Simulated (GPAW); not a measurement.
Runs of GPAW 26.7.0 on TaN. Symmetry: Fm-3m, No. 225, cubic system. Conventional cell: a = 4.423 Å, b = 4.423 Å, c = 4.423 Å, α = 90.00°, β = 90.00°, γ = 90.00°. Ta (site symmetry m-3m) is surrounded by 6 N at 2.21 Å. N (site symmetry m-3m) is surrounded by 6 Ta at 2.21 Å. The cell comes from a database or a generator and needn't be the stable form of this composition.

| task | level | potentials or basis | spin | cell | k mesh | cutoff (eV) | smearing | optimizer | fmax | max steps | convergence | eigensolver | grid spacing | gap on the mesh (eV) | pressure (GPa) | V0 of scaled cells (Å³/atom) | relaxed volume (Å³/atom) | B0 (GPa) |
| --- | --- | --- | --- | --- | --- | --- | --- | --- | --- | --- | --- | --- | --- | --- | --- | --- | --- | --- |
| single point | PBE | GPAW PAW data sets (gpaw-data 1.2.1), pw | off | as given | 10 × 10 × 10 | 800 | gaussian 0.024 eV | - | - | - | - | - | - | none | -1.6 | - | - | - |
| relaxation of cell and atoms | RPBE+D4 | the program's PAW data sets (release 1.2.1) made for this functional, pw | off | relaxed | 10 × 10 × 10 | 800 | fermi-dirac 0.05 eV | FIRE | 0.05 eV/Å | 60 | density=1e-05 forces=0.0001 | - | - | none | -0.1 | - | 10.59 | - |
| relaxation of cell and atoms | revPBE+D4 | the program's PAW data sets (release 1.2.1) made for this functional, pw | off | relaxed | 10 × 10 × 10 | 800 | fermi-dirac 0.05 eV | LBFGS | 0.01 eV/Å | 100 | density=1e-05 forces=0.0001 | - | - | none | 0.1 | - | 10.56 | - |
| relaxation of cell and atoms | BLYP+D4 | PAW data sets generated in the run's folder for this functional, pw | off | relaxed | 10 × 10 × 10 | 800 | fermi-dirac 0.05 eV | BFGS | 0.02 eV/Å | 60 | density=1e-05 forces=0.0001 | davidson | - | none | 0.0 | - | 10.73 | - |
| relaxation of cell and atoms | PBEsol+D3(BJ)+ATM | PAW data sets generated in the run's folder for this functional, pw | off | relaxed | 10 × 10 × 10 | 800 | fermi-dirac 0.05 eV | BFGS | 0.02 eV/Å | 60 | density=1e-05 forces=0.0001 | - | - | none | 0.0 | - | (a) | - |
| single point | PBE | GPAW PAW data sets (gpaw-data 1.2.1), pw | off | as given | 10 × 10 × 10 | 800 | gaussian 0.014 eV | - | - | - | - | - | - | none | -1.6 | - | - | - |
| equation of state | PBE+D4 | GPAW PAW data sets (gpaw-data 1.2.1), pw | off | as given | 8 × 8 × 8 | 800 | fermi-dirac 0.05 eV | - | - | - | - | - | - | - | - | 10.63 | - | (b) |
| band structure | r2SCAN | GPAW PAW data sets (gpaw-data 1.2.1), pw | off | as given | 10 × 10 × 10 | 800 | fermi-dirac 0.05 eV | - | - | - | - | - | - | - | -5.6 | - | - | - |
| single point | PBE | GPAW PAW data sets (gpaw-data 1.2.1), pw | off | as given | 10 × 10 × 10 | 800 | gaussian 0.025 eV | - | - | - | - | - | - | none | -1.6 | - | - | - |
| equation of state | PBE+D3(BJ) | GPAW PAW data sets (gpaw-data 1.2.1), pw | off | as given | 8 × 8 × 8 | 800 | fermi-dirac 0.05 eV | - | - | - | - | - | - | - | - | 10.56 | - | 348 |

Task: Fill in the values left out.

Result: (a) 10.30; (b) 334.

Caveats: later steps reuse the first step's grids (some runs); pairwise dispersion overbinds metals, which lowers pressure and volume (some runs); the PAW data sets were made with another functional, which shifts forces and pressure a little (some runs).

A k mesh can miss the band edges, and the runs leave out spin-orbit coupling on Ta.

A gap of «none» marks a metal or a gap under the smearing width.

Not every run made on this cell is shown here.
